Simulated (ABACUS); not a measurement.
# Ge (Fd-3m) in ABACUS: notebook, part 2 of 2

ABACUS 3.10.1. Earlier steps stand in the parts before.

## 3. Equation of state, BLYP, 21.28 Å³/atom (volume scaled by 0.94)

Contents of run_abacus.py:

```python
"""ABACUS run from a structure file: ASE reads it, the script writes STRU, KPT and INPUT."""
import re
import subprocess
import spglib
from ase import Atoms
from ase.io import read
from ase.units import Bohr

atoms = read("Ge.cif")
cell, frac, numbers = spglib.standardize_cell((atoms.cell[:], atoms.get_scaled_positions(), atoms.numbers), to_primitive=True, symprec=1e-4)
atoms = Atoms(numbers=numbers, cell=cell, scaled_positions=frac, pbc=True)  # the primitive cell
atoms = atoms[(-atoms.numbers).argsort(kind="stable")]  # ABACUS lists atoms element by element
pseudo = {'Ge': '32_Ge_14_2.2_2.3_pbe_n_v1.0.upf'}
orbital = {}
magmoms = None
kmesh = [6, 6, 6]
params = {
    'suffix': 'Ge',
    'calculation': 'scf',
    'basis_type': 'pw',
    'pseudo_dir': './',
    'symmetry': 1,
    'dft_functional': 'GGA_X_B88+GGA_C_LYP',
    'ecutwfc': 79,
    'pseudo_rcut': 10,
    'nspin': 1,
    'nbands': 18,
    'ks_solver': 'dav',
    'smearing_method': 'fd',
    'smearing_sigma': 0.00367493,
    'scf_thr': 1e-08,
    'scf_nmax': 100,
    'mixing_type': 'broyden',
    'mixing_beta': 0.7,
    'cal_force': 1,
    'cal_stress': 1,
    'kpar': 4,
}

symbols = atoms.get_chemical_symbols()
elements = list(dict.fromkeys(symbols))
lines = ["ATOMIC_SPECIES"] + [f"{e} {atoms.get_masses()[symbols.index(e)]:.4f} {pseudo[e]}" for e in elements]
if orbital:
    lines += ["", "NUMERICAL_ORBITAL"] + [orbital[e] for e in elements]
lines += ["", "LATTICE_CONSTANT", f"{1 / Bohr:.10f}", "", "LATTICE_VECTORS"]
lines += [" ".join(f"{x:.10f}" for x in v) for v in atoms.cell]
lines += ["", "ATOMIC_POSITIONS", "Direct"]
for e in elements:
    lines += ["", e, "0.0", str(symbols.count(e))]
    for i, p in enumerate(atoms.get_scaled_positions(wrap=False)):
        if symbols[i] == e:
            mag = "" if magmoms is None else " mag " + " ".join(str(x) for x in (magmoms[i] if isinstance(magmoms[i], list) else [magmoms[i]]))
            lines.append(" ".join(f"{x:.10f}" for x in p) + " 1 1 1" + mag)
open("STRU", "w").write("\n".join(lines) + "\n")
open("KPT", "w").write("K_POINTS\n0\nGamma\n%d %d %d 0 0 0\n" % tuple(kmesh))
open("INPUT", "w").write("INPUT_PARAMETERS\n" + "".join(f"{k:<20s}{v}\n" for k, v in params.items()))

done = subprocess.run(['mpirun', '-np', '4', 'abacus'])
if done.returncode:
    raise SystemExit(done.returncode)
log = open("OUT.Ge/running_scf.log").read()
print("final energy (eV):", re.findall(r"FINAL_ETOT_IS (\S+)", log))
```

Contents of Ge.cif:

```cif
data_Ge
_cell_length_a 5.54232188
_cell_length_b 5.54232188
_cell_length_c 5.54232188
_cell_angle_alpha 90.00000000
_cell_angle_beta 90.00000000
_cell_angle_gamma 90.00000000
_space_group_name_H-M_alt 'Fd-3m'
_space_group_name_Hall 'F 4d 2 3 -1d'
_space_group_IT_number 227
loop_
_space_group_symop_operation_xyz
'x,y,z'
'-y+1/4,x+1/4,z+1/4'
'-x,-y+1/2,z+1/2'
'y+3/4,-x+1/4,z+3/4'
'x,-y,-z'
'-y+1/4,-x+3/4,-z+3/4'
'-x,y+1/2,-z+1/2'
'y+3/4,x+3/4,-z+1/4'
'z,x,y'
'z+1/4,-y+1/4,x+1/4'
'z+1/2,-x,-y+1/2'
'z+3/4,y+3/4,-x+1/4'
'-z,x,-y'
'-z+3/4,-y+1/4,-x+3/4'
'-z+1/2,-x,y+1/2'
'-z+1/4,y+3/4,x+3/4'
'y,z,x'
'x+1/4,z+1/4,-y+1/4'
'-y+1/2,z+1/2,-x'
'-x+1/4,z+3/4,y+3/4'
'-y,-z,x'
'-x+3/4,-z+3/4,-y+1/4'
'y+1/2,-z+1/2,-x'
'x+3/4,-z+1/4,y+3/4'
'-x+1/4,-y+1/4,-z+1/4'
'y,-x,-z'
'x+1/4,y+3/4,-z+3/4'
'-y+1/2,x,-z+1/2'
'-x+1/4,y+1/4,z+1/4'
'y,x+1/2,z+1/2'
'x+1/4,-y+3/4,z+3/4'
'-y+1/2,-x+1/2,z'
'-z+1/4,-x+1/4,-y+1/4'
'-z,y,-x'
'-z+3/4,x+1/4,y+3/4'
'-z+1/2,-y+1/2,x'
'z+1/4,-x+1/4,y+1/4'
'z+1/2,y,x+1/2'
'z+3/4,x+1/4,-y+3/4'
'z,-y+1/2,-x+1/2'
'-y+1/4,-z+1/4,-x+1/4'
[... 89 lines left out ...]
'-z+1/4,x+1/4,y+1/4'
'-z,-y+1/2,x+1/2'
'z+3/4,-x+1/4,y+3/4'
'z,y,x'
'z+1/4,x+1/4,-y+1/4'
'z+1/2,-y+1/2,-x'
'-y+3/4,-z+1/4,-x+3/4'
'-x+1/2,-z,y+1/2'
'y+1/4,-z+3/4,x+3/4'
'x+1/2,-z+1/2,-y'
'y+3/4,z+1/4,-x+3/4'
'x,z+1/2,y+1/2'
'-y+1/4,z+3/4,x+3/4'
'-x,z,-y'
'x+1/2,y+1/2,z'
'-y+3/4,x+3/4,z+1/4'
'-x+1/2,-y,z+1/2'
'y+1/4,-x+3/4,z+3/4'
'x+1/2,-y+1/2,-z'
'-y+3/4,-x+1/4,-z+3/4'
'-x+1/2,y,-z+1/2'
'y+1/4,x+1/4,-z+1/4'
'z+1/2,x+1/2,y'
'z+3/4,-y+3/4,x+1/4'
'z,-x+1/2,-y+1/2'
'z+1/4,y+1/4,-x+1/4'
'-z+1/2,x+1/2,-y'
'-z+1/4,-y+3/4,-x+3/4'
'-z,-x+1/2,y+1/2'
'-z+3/4,y+1/4,x+3/4'
'y+1/2,z+1/2,x'
'x+3/4,z+3/4,-y+1/4'
'-y,z,-x'
'-x+3/4,z+1/4,y+3/4'
'-y+1/2,-z+1/2,x'
'-x+1/4,-z+1/4,-y+1/4'
'y,-z,-x'
'x+1/4,-z+3/4,y+3/4'
'-x+3/4,-y+3/4,-z+1/4'
'y+1/2,-x+1/2,-z'
'x+3/4,y+1/4,-z+3/4'
'-y,x+1/2,-z+1/2'
'-x+3/4,y+3/4,z+1/4'
'y+1/2,x,z+1/2'
'x+3/4,-y+1/4,z+3/4'
'-y,-x,z'
'-z+3/4,-x+3/4,-y+1/4'
'-z+1/2,y+1/2,-x'
'-z+1/4,x+3/4,y+3/4'
'-z,-y,x'
'z+3/4,-x+3/4,y+1/4'
'z,y+1/2,x+1/2'
'z+1/4,x+3/4,-y+3/4'
'z+1/2,-y,-x+1/2'
'-y+3/4,-z+3/4,-x+1/4'
'-x+1/2,-z+1/2,y'
'y+1/4,-z+1/4,x+1/4'
'x+1/2,-z,-y+1/2'
'y+3/4,z+3/4,-x+1/4'
'x,z,y'
'-y+1/4,z+1/4,x+1/4'
'-x,z+1/2,-y+1/2'
loop_
_atom_site_label
_atom_site_type_symbol
_atom_site_symmetry_multiplicity
_atom_site_Wyckoff_symbol
_atom_site_fract_x
_atom_site_fract_y
_atom_site_fract_z
_atom_site_occupancy
Ge1 Ge 8 a 0.2500000000 0.2500000000 0.2500000000 1
```

Potentials or basis: SPMS ONCV 1.0 PBE, plane waves.

Launch:

```console
$ OMP_NUM_THREADS=1 python run_abacus.py > log
```

running log:

```text
ABACUS v3.10.1

               Atomic-orbital Based Ab-initio Computation at UStc

 ------------------------------------------------------------------------------------

 READING GENERAL INFORMATION
                           global_out_dir = OUT.Ge/
                           global_in_card = INPUT
                               pseudo_dir = ./
                              orbital_dir =
                                    DSIZE = 4
                                    GSIZE = 1

 READING UNITCELL INFORMATION
                                    ntype = 1
                  lattice constant (Bohr) = 1.88973
              lattice constant (Angstrom) = 1

 READING ATOM TYPE 1
                               atom label = Ge
                      L=0, number of zeta = 1
                      L=1, number of zeta = 1
                      L=2, number of zeta = 1
             number of atom for this type = 2

                        TOTAL ATOM NUMBER = 2
DIRECT COORDINATES
    atom                   x                   y                   z     mag                  vx                  vy                  vz
taud_Ge1            0.2500000000        0.2500000000        0.2500000000  0.0000        0.0000000000        0.0000000000        0.0000000000
taud_Ge2            0.0000000000        0.0000000000        0.0000000000  0.0000        0.0000000000        0.0000000000        0.0000000000

                          Volume (Bohr^3) = 287.218
                             Volume (A^3) = 42.5613

 Lattice vectors: (Cartesian coordinate: in unit of a_0)
                   +0            +2.77116            +2.77116
             +2.77116                  +0            +2.77116
             +2.77116            +2.77116                  +0
 Reciprocal vectors: (Cartesian coordinate: in unit of 2 pi/a_0)
             -0.18043            +0.18043            +0.18043
             +0.18043            -0.18043            +0.18043
             +0.18043            +0.18043            -0.18043
 The esolver type has been set to : ksdft_pw

                PAO radial cut off (Bohr) = 10

 Read in pseudopotential file is 32_Ge_14_2.2_2.3_pbe_n_v1.0.upf
                     pseudopotential type = NC
          exchange-correlation functional = PBE
                 nonlocal core correction = 1
                        valence electrons = 14
                                     lmax = 2
                           number of zeta = 3
                     number of projectors = 6
                           L of projector = 0
                           L of projector = 0
                           L of projector = 1
                           L of projector = 1
                           L of projector = 2
                           L of projector = 2
 XC functional updated to : GGA_X_B88+GGA_C_LYP
          exchange-correlation functional = GGA_X_B88+GGA_C_LYP
     initial pseudo atomic orbital number = 18

 SETUP THE ELECTRONS NUMBER
            electron number of element Ge = 14
      total electron number of element Ge = 28
            AUTOSET number of electrons:  = 28
                           occupied bands = 14
                                   NBANDS = 18
                                   NLOCAL = 18

%%%%%%%%%%%%%%%%%%%%%%%%%%%%%%%%%%%%%%%%%%%%%%%%%%%%%%%%%%%%%%%%%%%%%%%%%%%%%%%%%%%%%%%%%%%%%%%%%%%%%%%%%%
[... 120 lines left out ...]
                    number of plane waves = 4015
                         number of sticks = 337

 PARALLEL PW FOR WAVE FUNCTIONS
     PROC   COLUMNS(POT)             PW
        1            337           4015
 --------------- sum -------------------
        1            337           4015

 SETUP NONLOCAL PSEUDOPOTENTIALS IN PLANE WAVE BASIS
 Ge non-local projectors:
 projector 1 L=0
 projector 2 L=0
 projector 3 L=1
 projector 4 L=1
 projector 5 L=2
 projector 6 L=2
      TOTAL NUMBER OF NONLOCAL PROJECTORS = 36

 Init Non-Local PseudoPotential table :
 Init Non-Local-Pseudopotential done.

                                     npwx = 3479

 Make real space PAO into reciprocal space.
       max mesh points in Pseudopotential = 1001
     dq(describe PAO in reciprocal space) = 0.01
                                    max q = 1071

 number of pseudo atomic orbitals for Ge is 3
WARNING: norm of atomic wavefunction # 3 of atomic type Ge is 0.999795, renormalized

 -------------------------------------------
 SELF-CONSISTENT
 -------------------------------------------
                                 init_chg = atomic

 PW ALGORITHM --------------- ION=   1  ELEC=   1--------------------------------
 Notice: Threshold on eigenvalues was too large.
 hsover_error=0.28 > DRHO=0.0488231
 Origin diag ethr = 0.01
 New diag ethr = 0.000174368

 Density error is 0.0491559964157
                          Error Threshold = 0.000174368209434
----------------------------------------------------------
     Energy           Rydberg                 eV
----------------------------------------------------------
 E_KohnSham     -321.2838655011      -4371.2912462808
 E_Harris       -320.3636369397      -4358.7708943837
 E_Fermi        0.8607026896         11.7104608624
----------------------------------------------------------
[... 51 lines left out ...]
 Density error is 5.79107393414e-09
                          Error Threshold = 4.3836986745e-10
----------------------------------------------------------
     Energy           Rydberg                 eV
----------------------------------------------------------
 E_KohnSham     -321.2847955286      -4371.3038999536
 E_KS(sigma->0) -321.2847846577      -4371.3037520480
 E_Harris       -321.2849836688      -4371.3064597328
 E_band         -15.1171912927       -205.6799393364
 E_one_elec     -133.5942695732      -1817.6432863433
 E_Hartree      84.7594262815        1153.2111566400
 E_xc           -70.8333944547       -963.7377732656
 E_Ewald        -201.6165360405      -2743.1337011734
 E_entropy(-TS) -0.0000217417        -0.0002958112
 E_descf        0.0000000000         0.0000000000
 E_exx          0.0000000000         0.0000000000
 E_Fermi        0.8907373265         12.1191030618
----------------------------------------------------------

 charge density convergence is achieved
 final etot is -4371.3039 eV
 EFERMI = 12.119103062 eV

 STATE ENERGY(eV) AND OCCUPATIONS    NSPIN == 1
 1/4 kpoint (Cartesian) = 0.0000 0.0000 0.0000 (3479 pws)
       1       -12.8843     0.00925926
       2       -12.8843     0.00925926
       3       -12.8843     0.00925926
       4       -12.8348     0.00925926
       5       -12.8348     0.00925926
       6       -12.5902     0.00925926
[... 59 lines left out ...]
       6       -12.6218      0.0370370
[... 10 lines left out ...]
      17        15.7992    4.01131e-34
      18        19.4399    9.56730e-66

------------------------------------------------------------------------------------------
 TOTAL-FORCE (eV/Angstrom)
------------------------------------------------------------------------------------------
                       Ge1         0.0000000000         0.0000000000         0.0000000000
                       Ge2         0.0000000000         0.0000000000         0.0000000000
------------------------------------------------------------------------------------------

----------------------------------------------------------------
 TOTAL-STRESS (KBAR)
----------------------------------------------------------------
       113.6161038563        -0.0000000000        -0.0000000000
         0.0000000000       113.6161038563        -0.0000000000
         0.0000000000        -0.0000000000       113.6161038563
----------------------------------------------------------------
 TOTAL-PRESSURE: 113.616104 KBAR

 --------------------------------------------
 !FINAL_ETOT_IS -4371.3038999535683615 eV
 --------------------------------------------
```

Run time: 3.7 s. Hardware: 4 MPI ranks of Intel Xeon 6975P-C (Granite Rapids), shared host; peak memory 0.36 GiB.

Results:

```yaml
Free_energy: -4371.3039 eV
Pressure: 11.4 GPa
Band_gap_on_the_k_mesh: 0.41 eV, indirect (least direct gap 0.45 eV)
```

Caveat: the potentials were made for another functional, which shifts forces and pressure.

## 4. Equation of state, BLYP, 22.19 Å³/atom (volume scaled by 0.98)

run_abacus.py is that of step 3.

Changes to Ge.cif since step 3:

```diff
@@ -1,5 +1,5 @@
 data_Ge
-_cell_length_a 5.54232188
-_cell_length_b 5.54232188
-_cell_length_c 5.54232188
+_cell_length_a 5.61984691
+_cell_length_b 5.61984691
+_cell_length_c 5.61984691
 _cell_angle_alpha 90.00000000
```

Launch:

```console
$ OMP_NUM_THREADS=1 python run_abacus.py > log
```

It took 3.4 s on 4 MPI ranks of Intel Xeon 6975P-C (Granite Rapids), shared host; peak memory 0.36 GiB.

It converged, with:

```yaml
Free_energy: -4371.4100 eV
Pressure: 7.6 GPa
Band_gap_on_the_k_mesh: none (metal or under the smearing width)
```

Caveat: the potentials were made for another functional, which shifts forces and pressure.

## 5. Equation of state, BLYP, 23.09 Å³/atom (volume scaled by 1.02)

run_abacus.py is that of step 4.

Changes to Ge.cif since step 4:

```diff
@@ -1,5 +1,5 @@
 data_Ge
-_cell_length_a 5.61984691
-_cell_length_b 5.61984691
-_cell_length_c 5.61984691
+_cell_length_a 5.69529010
+_cell_length_b 5.69529010
+_cell_length_c 5.69529010
 _cell_angle_alpha 90.00000000
```

Launch:

```console
$ OMP_NUM_THREADS=1 python run_abacus.py > log
```

Wall time 4.2 s (4 MPI ranks of Intel Xeon 6975P-C (Granite Rapids), shared host); peak memory 0.36 GiB.

Results (log left out):

```
Free energy            : -4371.4784 eV
Pressure               : 4.5 GPa
Band gap on the k mesh : none (metal or under the smearing width)
```

Caveat: the potentials were made for another functional, which shifts forces and pressure.

## 6. Equation of state, BLYP, 24.00 Å³/atom (volume scaled by 1.06)

run_abacus.py is that of step 5.

Changes to Ge.cif since step 5:

```diff
@@ -1,5 +1,5 @@
 data_Ge
-_cell_length_a 5.69529010
-_cell_length_b 5.69529010
-_cell_length_c 5.69529010
+_cell_length_a 5.76878582
+_cell_length_b 5.76878582
+_cell_length_c 5.76878582
 _cell_angle_alpha 90.00000000
```

Potentials or basis: SPMS ONCV 1.0 PBE, plane waves.

Launch:

```console
$ OMP_NUM_THREADS=1 python run_abacus.py > log
```

Run time: 4 s. Hardware: 4 MPI ranks of Intel Xeon 6975P-C (Granite Rapids), shared host; peak memory 0.36 GiB.

It converged, with:

```
Free energy            : -4371.5149 eV
Pressure               : 2.0 GPa
Band gap on the k mesh : none (metal or under the smearing width)
```

Caveat: the potentials were made for another functional, which shifts forces and pressure.

## 7. Equation of state, BLYP

Potentials or basis: SPMS ONCV 1.0 PBE, plane waves.

No new run: the results of the series are fitted here.

What came out:

```
Equilibrium volume : 24.81 Å³/atom (rough: see the caveat)
Bulk modulus       : 56 GPa (rough)
```

Energy against volume, from the lowest point:
```tsv
volume (Å³/atom)	energy (meV/atom)
21.281	105.52
22.186	52.48
23.092	18.29
23.997	0.00
```

Caveat: the minimum lies outside the volumes run; the potentials were made for another functional, which shifts forces and pressure.
